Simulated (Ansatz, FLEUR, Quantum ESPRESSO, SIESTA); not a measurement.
**La2O3: programs and potentials compared**

```
CELL_PARAMETERS angstrom
3.93078 0.00000 0.00000
-1.96539 3.40415 0.00000
0.00000 0.00000 6.11195
ATOMIC_POSITIONS crystal
La 0.33333 0.66667 0.24624
La 0.66667 0.33333 0.75376
O 0.00000 0.00000 0.00000
O 0.33333 0.66667 0.64589
O 0.66667 0.33333 0.35411
```

The cell is a database's computed one, not the measured one.

Alike in all runs: task band structure; functional PBEsol; k mesh 8 × 8 × 5; occupations fermi-dirac, width 0.05 eV; no spin polarisation; no spin-orbit coupling. Pressure is positive in compression and, in plane waves, holds the error of the finite cutoff. Gaps are the smaller of the mesh's and the band path's.

```tsv
program and potentials	plane-wave cutoff (eV)	notes	band gap (eV)	pressure (GPa)	largest force (eV/Å)
FLEUR, all-electron, FLAPW	-	-	3.77	-	-
Ansatz, all-electron LAPW, scalar-relativistic	-	-	3.77	-2.98	0.092
SIESTA, files PseudoDojo sr-pbesol-0.4.1-standard, DZP (energy shift 0.003 Ry; two zetas on semicore shells)	-	atomic basis	3.64	3.77	0.276
Quantum ESPRESSO, GBRV 1.5 PBEsol	612	-	3.79	-2.70	0.077
```

Force on atom 1 (La), eV/Å:

| program and potentials | x | y | z |
| --- | --- | --- | --- |
| Ansatz, all-electron LAPW, scalar-relativistic | 0.000 | 0.000 | 0.092 |
| SIESTA, files PseudoDojo sr-pbesol-0.4.1-standard, DZP (energy shift 0.003 Ry; two zetas on semicore shells) | 0.000 | 0.000 | -0.276 |
| Quantum ESPRESSO, GBRV 1.5 PBEsol | 0.000 | 0.000 | 0.077 |

The band gap spans 3.64 (SIESTA, files PseudoDojo sr-pbesol-0.4.1-standard, DZP (energy shift 0.003 Ry; two zetas on semicore shells)) to 3.79 eV (Quantum ESPRESSO, GBRV 1.5 PBEsol), with all-electron results at 3.77. The pressure spans -2.98 (Ansatz, all-electron LAPW, scalar-relativistic) to 3.77 GPa (SIESTA, files PseudoDojo sr-pbesol-0.4.1-standard, DZP (energy shift 0.003 Ry; two zetas on semicore shells)), with all-electron results at -2.98. The paths' points differ, which is worth about 0.01 eV. Rows in atomic bases carry the error of their basis and grid, which can be large.

The functional is the same throughout but for its coding, so the spread measures potentials, basis and numerics; runs on potential files found faulty are left out.
